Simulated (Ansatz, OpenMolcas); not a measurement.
How methods differ on C5H8O2 (methyl methacrylate)

C5H8O2 has 15 atoms, charge 0, and is taken as a singlet. As SMILES, `C=C(C)C(=O)OC`. Geometry: relaxed at PBE0-D4/def2-TZVP. This is one conformer, not always the lowest.

```xyz
15

C    -2.1155    0.7661    0.4912
C    -0.9803    0.0741    0.4729
C    -0.7039   -1.1020    1.3514
C     0.0660    0.5189   -0.4919
O    -0.0314    1.4463   -1.2528
O     1.1614   -0.2515   -0.4164
C     2.2122    0.1049   -1.3058
H    -2.9231    0.5038    1.1647
H    -2.2510    1.6101   -0.1739
H    -0.4923   -1.9953    0.7590
H     0.1747   -0.9285    1.9774
H    -1.5584   -1.3054    1.9973
H     1.8767    0.0400   -2.3418
H     3.0147   -0.6054   -1.1194
H     2.5502    1.1239   -1.1119
```

Each level gives the energy change with the C2–C3 bond stretched from 1.494 to 1.718 Å (eV). The values are calculated.

| level | kind | program | value (eV) | CPU time (all runs) |
| --- | --- | --- | --- | --- |
| HF/6-31G* (spherical functions) (restricted) | Hartree–Fock | OpenMolcas | 0.53 | 40 s |
| SVWN5/6-31G* (spherical functions) (restricted) | LDA | Ansatz | 0.56 | 19 s |
| M06-L/6-31G* (spherical functions) (restricted) | meta-GGA | OpenMolcas | 0.53 | 4.3 min |
| B3LYP/6-31G* (spherical functions) (restricted) | global hybrid | OpenMolcas | 0.45 | 3 min |
| PBE0/6-31G* (spherical functions) (restricted) | global hybrid | OpenMolcas | 0.52 | 2.9 min |
| r2SCAN0/6-31G* (spherical functions) (restricted) | hybrid meta-GGA | Ansatz | 0.55 | 59 s |
| wB97X/6-31G* (spherical functions) (restricted) | range-separated hybrid | Ansatz | 0.51 | 1.8 min |
| B2PLYP/6-31G* (spherical functions) (restricted) | double hybrid | Ansatz | 0.48 | 45 s |
| RPA@PBE0/6-31G* (spherical functions) (restricted) | RPA | Ansatz | 0.47 | 61 s |
| CCSD/6-31G* (spherical functions) (restricted) | coupled cluster or CI | Ansatz | 0.49 | 2.5 min |

The first shape isn't each level's own minimum. The values span 0.45 to 0.56 eV. CPU times are rough (shared hosts, several kinds of processor): they show what a rung costs within a factor of a few.

The stretched bond joins the alkene carbon to its methyl group, an sp2–sp3 σ bond largely outside the conjugated C=C–C=O system. All levels agree that the extension costs roughly half an electronvolt, from 0.45 eV with B3LYP to 0.56 eV with SVWN5. This is the cost of weakening σ overlap while the electron pair remains mostly shared, so a closed-shell description is still reasonable and even Hartree–Fock stays close to the correlated results.

CCSD gives 0.49 eV against 0.53 eV for Hartree–Fock, as expected when correlation increasingly stabilises the stretched bond by admitting σ* character. The density functionals show no simple ordering by exact exchange: M06-L matches Hartree–Fock, while the global hybrids B3LYP and PBE0 differ noticeably. Their spread probably reflects differences in preferred bond length as well as in stiffness. The agreement supports a consistent picture of moderate stretching, but it doesn't establish the bond dissociation energy, where separation into two radicals makes static correlation decisive.
